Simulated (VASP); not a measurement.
# LiF (Griceite) (Fm-3m) in VASP: further runs

Runs on LiF (Griceite). Level: PBE. Tasks: single point, relaxation of cell and atoms.

All numbers are computed with VASP 6.6.1; they aren't measurements. Logs are shortened: lines on timing, memory, paths and dates and some standing lists are left out, and cuts for length are marked.

### Step 1. The crystal as given

Symmetry: Fm-3m, No. 225, cubic system. Conventional cell: a = 4.028 Å, b = 4.028 Å, c = 4.028 Å, α = 90.00°, β = 90.00°, γ = 90.00°. Around F (site symmetry m-3m) lie 6 Li at 2.01 Å. Li (site symmetry m-3m) has 6 F at 2.01 Å as nearest neighbours.

### Step 2. Single point, PBE

INCAR reads:

```
SYSTEM = LiF
ALGO     = Fast           ! electronic algorithm
EDIFF    = 1E-6           ! SCF threshold, eV
ENCUT    = 400            ! plane-wave cutoff, eV
GGA      = PE             ! functional
ISIF     = 2              ! what is computed and relaxed
ISMEAR   = 0              ! smearing method
LASPH    = .True.         ! aspherical terms in the spheres
LCHARG   = .True.         ! write CHGCAR
LELF     = .True.         ! ELF
LREAL    = .False.        ! projectors in reciprocal space
LVHAR    = .True.       
LWAVE    = .False.        ! write WAVECAR
NELM     = 80             ! most SCF steps
PREC     = Accurate       ! precision mode
SIGMA    = 0.02           ! smearing width, eV
```

KPOINTS reads:

```
k-points
0
Gamma
  5 5 5
  0 0 0
```

POSCAR reads:

```
LiF
1.0
    0.0000000000      2.0140000000      2.0140000000
    2.0140000000      0.0000000000      2.0140000000
    2.0140000000      2.0140000000      0.0000000000
F Li
1 1
Direct
    0.5000000000      0.5000000000      0.5000000000
    0.0000000000      0.0000000000      0.0000000000
```

Potentials or basis: VASP PAW PBE potentials, release 64 (F_GW, Li_GW).

The run is started by

```
cat potpaw_PBE.64/F_GW/POTCAR potpaw_PBE.64/Li_GW/POTCAR > POTCAR
mpirun -np 1 vasp_std > vasp.out
```

OUTCAR:

```text
SYSTEM = LiF
   EDIFF = 1E-6
   ENCUT = 400
   GGA = PE
   ISIF = 2
   ISMEAR = 0
   LASPH = .True.
   LREAL = .False.
   NELM = 80
   PREC = Accurate

 ion  position               nearest neighbor table
   1  0.500  0.500  0.500-   2 2.01   2 2.01   2 2.01   2 2.01   2 2.01   2 2.01
   2  0.000  0.000  0.000-   1 2.01   1 2.01   1 2.01   1 2.01   1 2.01   1 2.01

  LATTYP: Found a face centered cubic cell.
 ALAT       =     4.0280000000

  Lattice vectors:

 A1 = (   0.0000000000,   2.0140000000,   2.0140000000)
 A2 = (   2.0140000000,   0.0000000000,   2.0140000000)
 A3 = (   2.0140000000,   2.0140000000,   0.0000000000)

Analysis of symmetry for initial positions (statically):
=====================================================================
 Subroutine PRICEL returns:
 Original cell was already a primitive cell.

 Routine SETGRP: Setting up the symmetry group for a
 face centered cubic supercell.

 Subroutine GETGRP returns: Found 48 space group operations
 (whereof 48 operations were pure point group operations)
 out of a pool of 48 trial point group operations.

The static configuration has the point symmetry O_h .

Analysis of symmetry for dynamics (positions and initial velocities):
=====================================================================
 Subroutine PRICEL returns:
 Original cell was already a primitive cell.

 Routine SETGRP: Setting up the symmetry group for a
 face centered cubic supercell.

 Subroutine GETGRP returns: Found 48 space group operations
 (whereof 48 operations were pure point group operations)
 out of a pool of 48 trial point group operations.

The dynamic configuration has the point symmetry O_h .

 Subroutine INISYM returns: Found 48 space group operations
 (whereof 48 operations are pure point group operations),
 and found     1 'primitive' translations

----------------------------------------------------------------------------------------

                                     Primitive cell

  volume of cell :      16.3384

  direct lattice vectors                    reciprocal lattice vectors
     0.000000000  2.014000000  2.014000000    -0.248262165  0.248262165  0.248262165
     2.014000000  0.000000000  2.014000000     0.248262165 -0.248262165  0.248262165
     2.014000000  2.014000000  0.000000000     0.248262165  0.248262165 -0.248262165

  length of vectors
     2.848226115  2.848226115  2.848226115     0.430002683  0.430002683  0.430002683

  position of ions in fractional coordinates (direct lattice)
     0.500000000  0.500000000  0.500000000
     0.000000000  0.000000000  0.000000000

  ion indices of the primitive-cell ions
   primitive index   ion index
                 1           1
                 2           2

----------------------------------------------------------------------------------------

 KPOINTS: k-points

Automatic generation of k-mesh.
 Grid dimensions read from file:
 generate k-points for:    5    5    5

 Generating k-lattice:

  Cartesian coordinates                     Fractional coordinates (reciprocal lattice)
    -0.049652433  0.049652433  0.049652433     0.200000000  0.000000000  0.000000000
     0.049652433 -0.049652433  0.049652433     0.000000000  0.200000000  0.000000000
     0.049652433  0.049652433 -0.049652433     0.000000000  0.000000000  0.200000000

  Length of vectors
     0.086000537  0.086000537  0.086000537

  Shift w.r.t. Gamma in fractional coordinates (k-lattice)
     0.000000000  0.000000000  0.000000000

 Subroutine IBZKPT returns following result:
 ===========================================

 Found     10 irreducible k-points:

 Following reciprocal coordinates:
            Coordinates               Weight
  0.000000  0.000000  0.000000      1.000000
  0.200000  0.000000  0.000000      8.000000
  0.400000  0.000000  0.000000      8.000000
  0.200000  0.200000  0.000000      6.000000
  0.400000  0.200000  0.000000     24.000000
 -0.400000  0.200000  0.000000     24.000000
 -0.200000  0.200000  0.000000     12.000000
  0.400000  0.400000  0.000000      6.000000
 -0.400000  0.400000  0.000000     12.000000
 -0.400000  0.400000  0.200000     24.000000
   k-points           NKPTS =     10   k-points in BZ     NKDIM =     10   number of bands    NBANDS=      8
   number of dos      NEDOS =    301   number of ions     NIONS =      2
   total plane-waves  NPLWV =   8000
   dimension x,y,z NGX =    20 NGY =   20 NGZ =   20
   dimension x,y,z NGXF=    40 NGYF=   40 NGZF=   40
   ions per type =               1   1
   NGX,Y,Z   is equivalent  to a cutoff of  11.67, 11.67, 11.67 a.u.
   NGXF,Y,Z  is equivalent  to a cutoff of  23.35, 23.35, 23.35 a.u.
 SYSTEM =  LiF
   PREC   = accura    normal or accurate (medium, high low for compatibility)
   ISTART =      0    job   : 0-new  1-cont  2-samecut
   ICHARG =      2    charge: 1-file 2-atom 10-const
   ISPIN  =      1    spin polarized calculation?
   LNONCOLLINEAR =      F non collinear calculations
   LSORBIT =      F    spin-orbit coupling
   LASPH  =      T    aspherical Exc in radial PAW
   ENCUT  =  400.0 eV  29.40 Ry    5.42 a.u.   4.64  4.64  4.64*2*pi/ulx,y,z
   NELM   =     80;   NELMIN=  2; NELMDL= -5     # of ELM steps
   EDIFF  = 0.1E-05   stopping-criterion for ELM
   LREAL  =      F    real-space projection
   EDIFFG = 0.1E-04   stopping-criterion for IOM
   NSW    =      0    number of steps for IOM
   IBRION =     -1    ionic relax: 0-MD 1-quasi-New 2-CG
   NFREE  =      0    steps in history (QN), initial steepest desc. (CG)
   ISIF   =      2    stress and relaxation
   ISYM   =      2    0-nonsym 1-usesym 2-fastsym
   POTIM  = 0.5000    time-step for ionic-motion
   TEBEG  =    0.0;   TEEND  =   0.0 temperature during run
   PSTRESS=    0.0 pullay stress
   NELECT =       8.0000    total number of electrons
   NUPDOWN=      -1.0000    fix difference up-down
   EMIN   =  10.00;   EMAX   =-10.00  energy-range for DOS
   EFERMI =   0.00;   METHOD = LEGACY
   ISMEAR =     0;   SIGMA  =   0.02  broadening in eV -4-tet -1-fermi 0-gaus
   EFERMI_NEDOS =   21; number of points for ismear=-14 and -15
   IALGO  =     68    algorithm
   IMIX   =      4    mixing-type and parameters
     AMIX     =   0.40;   BMIX     =  1.00
     AMIX_MAG =   1.60;   BMIX_MAG =  1.00
  volume/ion in A,a.u.               =       8.17        55.13
  Fermi-wavevector in a.u.,A,eV,Ry     =   1.290334  2.438377 22.653169  1.664961
  Thomas-Fermi vector in A             =   2.422172
   LORBIT       =      0    0 simple, 1 ext, 2 COOP (PROOUT), +10 PAW based schemes
   GGA     = PE    functional components
   LHFCALC =     F    Hartree Fock is set to
   AEXX    =    0.0000 exact exchange contribution
   IVDW    =     0    specifies the selected vdW correction
   LEPSILON=     F    determine dielectric tensor
   LRPA    =     F    only Hartree local field effects (RPA)
 non-spin polarized calculation
 RMM-DIIS sequential band-by-band and
 Gauss-broadening in eV      SIGMA  =   0.02
  energy-cutoff  :      400.00
  volume of cell :       16.34
 maximum number of plane-waves:       307
   NGX =  9   NGY =  9   NGZ =  9

 number of electron       7.9999998 magnetization

 Free energy of the ion-electron system (eV)
  ---------------------------------------------------
  ext. energy  EPLUGINS =         0.00000000
  ---------------------------------------------------
  free energy    TOTEN  =        -9.64149589 eV

  energy without entropy =       -9.64149589  energy(sigma->0) =       -9.64149589

 E-fermi :  -3.1779     XC(G=0):  -9.6332

 val. band max:       -3.2726590528   @ k =   0.0000   0.0000   0.0000
 cond. band min:       5.8440139062   @ k =   0.0000   0.0000   0.0000
 fundamental gap:      9.1166729590
 Fermi energy:        -3.1778907631

 k-point     1 :       0.0000    0.0000    0.0000
  band No.  band energies     occupation
      1     -23.3161      2.00000
      2      -3.2727      2.00000
      3      -3.2727      2.00000
      4      -3.2727      2.00000
      5       5.8440      0.00000
      6      20.7643      0.00000
      7      20.8914      0.00000
      8      21.1145      0.00000

 k-point     2 :       0.2000    0.0000    0.0000
  band No.  band energies     occupation
      1     -23.1537      2.00000
      2      -4.2356      2.00000
      3      -3.3458      2.00000
      4      -3.3458      2.00000
      5       6.8025      0.00000
      6      15.6530      0.00000
      7      18.0315      0.00000
      8      18.0315      0.00000

 k-point     3 :       0.4000    0.0000    0.0000
  band No.  band energies     occupation
      1     -22.8817      2.00000
      2      -5.5588      2.00000
      3      -3.4718      2.00000
      4      -3.4718      2.00000
      5       7.5691      0.00000
      6      13.6514      0.00000
      7      15.9874      0.00000
      8      15.9874      0.00000

 k-point     4 :       0.2000    0.2000    0.0000
  band No.  band energies     occupation
      1     -23.0959      2.00000
      2      -4.2331      2.00000
      3      -3.6351      2.00000
      4      -3.6351      2.00000
      5       7.4120      0.00000
      6      16.5859      0.00000
      7      17.3506      0.00000
      8      17.7759      0.00000

 k-point     5 :       0.4000    0.2000    0.0000
  band No.  band energies     occupation
      1     -22.8374      2.00000
      2      -5.3114      2.00000
      3      -3.9826      2.00000
      4      -3.8023      2.00000
      5       8.8535      0.00000
      6      13.4123      0.00000
      7      15.8907      0.00000
      8      16.6847      0.00000

 k-point     6 :      -0.4000    0.2000    0.0000
  band No.  band energies     occupation
      1     -22.7404      2.00000
      2      -5.5545      2.00000
      3      -4.4265      2.00000
      4      -3.6614      2.00000
      5       9.0493      0.00000
      6      12.6194      0.00000
      7      15.8956      0.00000
      8      16.0266      0.00000

 k-point     7 :      -0.2000    0.2000    0.0000
  band No.  band energies     occupation
      1     -22.9452      2.00000
      2      -4.8600      2.00000
      3      -4.1264      2.00000
      4      -3.3662      2.00000
      5       8.0617      0.00000
      6      13.5151      0.00000
      7      16.6228      0.00000
      8      16.7831      0.00000

 k-point     8 :       0.4000    0.4000    0.0000
  band No.  band energies     occupation
      1     -22.6652      2.00000
      2      -5.9305      2.00000
      3      -4.1757      2.00000
      4      -4.1757      2.00000
      5      10.7593      0.00000
      6      13.6647      0.00000
      7      14.7739      0.00000
      8      17.0847      0.00000

 k-point     9 :      -0.4000    0.4000    0.0000
  band No.  band energies     occupation
      1     -22.5994      2.00000
      2      -5.9069      2.00000
      3      -4.6485      2.00000
      4      -4.0913      2.00000
      5      11.7205      0.00000
      6      11.8510      0.00000
      7      14.8881      0.00000
      8      16.6554      0.00000

 k-point    10 :      -0.4000    0.4000    0.2000
  band No.  band energies     occupation
      1     -22.6512      2.00000
      2      -5.4874      2.00000
      3      -4.8793      2.00000
      4      -3.9342      2.00000
      5      10.7096      0.00000
      6      12.2319      0.00000
      7      15.0748      0.00000
      8      16.1731      0.00000

------------------------ aborting loop because EDIFF is reached ----------------------------------------

  FORCE on cell =-STRESS in cart. coord.  units (eV):
  Direction    XX          YY          ZZ          XY          YZ          ZX
  --------------------------------------------------------------------------------------
  -------------------------------------------------------------------------------------
  Total       -3.7075724     -3.7075724     -3.7075724     -0.0000000      0.0000000     -0.0000000
  in kB     -363.5731760   -363.5731760   -363.5731760     -0.0000000      0.0000000     -0.0000000
  external PRESSURE =    -363.5731760 kB  Pullay stress =       0.0000000 kB

 VOLUME and BASIS-vectors are now :
 -----------------------------------------------------------------------------
  energy-cutoff  :      400.00
  volume of cell :       16.34
      direct lattice vectors                 reciprocal lattice vectors
     0.000000000  2.014000000  2.014000000    -0.248262165  0.248262165  0.248262165
     2.014000000  0.000000000  2.014000000     0.248262165 -0.248262165  0.248262165
     2.014000000  2.014000000  0.000000000     0.248262165  0.248262165 -0.248262165

 POSITION                                       TOTAL-FORCE (eV/Angst)
 -----------------------------------------------------------------------------------
      2.01400      2.01400      2.01400         0.000000     -0.000000      0.000000
      0.00000      0.00000      0.00000        -0.000000      0.000000     -0.000000
 -----------------------------------------------------------------------------------
    total drift:                                0.000000      0.000000      0.000000

  FREE ENERGIE OF THE ION-ELECTRON SYSTEM (eV)
  ---------------------------------------------------
  free  energy   TOTEN  =        -9.6414958944 eV

  energy  without entropy=       -9.6414958944  energy(sigma->0) =       -9.64149589
```

Wall time 4.1 s (1 thread of Intel Xeon Platinum 8488C (Sapphire Rapids), shared host); peak memory 0.12 GiB.

The run converged, but a check on its numbers failed (symmetry, net force, bounds or a known fault of this set-up), so they aren't taken as properties of the crystal.

Caveat: the k mesh is coarse (spacing up to 0.54 Å⁻¹), so the values aren't converged; the cutoff lies under the usual one of these potentials, so the numbers hold a large basis-set error; a pressure of tens of GPa on the cell as given is suspect, and the run, the potentials or the cell itself is likely at fault.

### Step 3. Single point, PBE

INCAR reads:

```
SYSTEM = LiF
ALGO = Normal ; EDIFF = 1E-6
ENCUT = 500 ; GGA = PE
ISIF = 2 ; ISMEAR = 0
LASPH = .TRUE. ; LCHARG = .FALSE.
LREAL = .FALSE. ; LWAVE = .FALSE.
NELM = 60 ; PREC = Accurate
SIGMA = 0.02
```

KPOINTS reads:

```
k-points
0
G
  5 5 5
  0 0 0
```

POSCAR is that of step 2.

Potentials or basis: VASP PAW PBE potentials, release 64 (F_GW, Li_GW).

The run is started by

```
cat potpaw_PBE.64/F_GW/POTCAR potpaw_PBE.64/Li_GW/POTCAR > POTCAR
mpirun -np 1 vasp_std > vasp.out
```

OUTCAR:

```text
SYSTEM = LiF
   EDIFF = 1E-6
   ENCUT = 500
   GGA = PE
   ISIF = 2
   ISMEAR = 0
   LASPH = .TRUE.
   LREAL = .FALSE.
   NELM = 60
   PREC = Accurate

 ion  position               nearest neighbor table
   1  0.500  0.500  0.500-   2 2.01   2 2.01   2 2.01   2 2.01   2 2.01   2 2.01
   2  0.000  0.000  0.000-   1 2.01   1 2.01   1 2.01   1 2.01   1 2.01   1 2.01

  LATTYP: Found a face centered cubic cell.
 ALAT       =     4.0280000000

  Lattice vectors:

[... 283 lines left out ...]

  FORCE on cell =-STRESS in cart. coord.  units (eV):
  Direction    XX          YY          ZZ          XY          YZ          ZX
  --------------------------------------------------------------------------------------
  -------------------------------------------------------------------------------------
  Total       -0.3164381     -0.3164381     -0.3164381     -0.0000000     -0.0000000      0.0000000
  in kB      -31.0306544    -31.0306544    -31.0306544     -0.0000000     -0.0000000      0.0000000
  external PRESSURE =     -31.0306544 kB  Pullay stress =       0.0000000 kB

 VOLUME and BASIS-vectors are now :
 -----------------------------------------------------------------------------
  energy-cutoff  :      500.00
  volume of cell :       16.34
      direct lattice vectors                 reciprocal lattice vectors
     0.000000000  2.014000000  2.014000000    -0.248262165  0.248262165  0.248262165
     2.014000000  0.000000000  2.014000000     0.248262165 -0.248262165  0.248262165
     2.014000000  2.014000000  0.000000000     0.248262165  0.248262165 -0.248262165

 POSITION                                       TOTAL-FORCE (eV/Angst)
 -----------------------------------------------------------------------------------
      2.01400      2.01400      2.01400         0.000000      0.000000      0.000000
      0.00000      0.00000      0.00000        -0.000000     -0.000000     -0.000000
 -----------------------------------------------------------------------------------
    total drift:                               -0.000000     -0.000000      0.000000

  FREE ENERGIE OF THE ION-ELECTRON SYSTEM (eV)
  ---------------------------------------------------
  free  energy   TOTEN  =        -9.6142818305 eV

  energy  without entropy=       -9.6142818305  energy(sigma->0) =       -9.61428183
```

stdout:

```text
POSCAR found type information on POSCAR F Li
 POSCAR found :  2 types and       2 ions
 scaLAPACK will be used
 LDA part: xc-table for (Slater+PW92), standard interpolation
 POSCAR, INCAR and KPOINTS ok, starting setup
 FFT: planning ... GRIDC
 FFT: planning ... GRID_SOFT
 FFT: planning ... GRID
 WAVECAR not read
 entering main loop
```

Wall time 8 s (1 thread of Intel Xeon Platinum 8375C at 2.90GHz (Ice Lake), shared host); peak memory 0.13 GiB.

What came out:

| Property | Result |
| --- | --- |
| Free energy | -9.6143 eV |
| Band gap on the k mesh | 9.05 eV, direct |

Caveat: the k mesh is coarse (spacing up to 0.54 Å⁻¹), so the values aren't converged; the cutoff is under 1.25 times the usual one of these potentials, so pressure, stress and relaxed cells hold a basis-set (Pulay) error. PBE gaps usually lie below the measured ones, often by a third to a half.

### Step 4. Single point, PBE

INCAR reads:

```
SYSTEM = LiF
PREC = Accurate
ENCUT = 520
EDIFF = 1E-6
ISMEAR = 0
SIGMA = 0.028999999999999998
LREAL = .FALSE.
LASPH = .TRUE.
NELM = 60
ALGO = Fast
ISIF = 2
LWAVE = .FALSE.
LCHARG = .TRUE.
GGA = PE
LELF = .TRUE.
LVHAR = .TRUE.
NBANDS = 12
```

KPOINTS reads:

```
Automatic mesh
0
G
  11 11 11
  0 0 0
```

POSCAR is that of step 3.

Potentials or basis: VASP PAW PBE potentials, release 64 (F, Li_sv).

The run is started by

```
cat potpaw_PBE.64/F/POTCAR potpaw_PBE.64/Li_sv/POTCAR > POTCAR
mpirun -np 1 vasp_std > vasp.out
```

Wall time 6 s (1 thread of Intel Xeon 6975P-C (Granite Rapids), shared host); peak memory 0.12 GiB.

Results (log left out):

| Quantity | Value |
| --- | --- |
| Free energy | -9.6376 eV |
| Band gap on the k mesh | 9.09 eV, direct |

Levels at points of the mesh, in eV from the valence-band top:
```csv
k point,band 3,band 4,band 5,band 6,band 7,band 8
"(0.00, 0.00, 0.00)",0.00,0.00,0.00,9.09,23.97,23.97
```

Caveat: the cutoff is under 1.25 times the usual one of these potentials, so pressure, stress and relaxed cells hold a basis-set (Pulay) error; an odd mesh through Γ misses points on the zone boundary, where band edges often lie.

(Continued in part 2 of 2.)
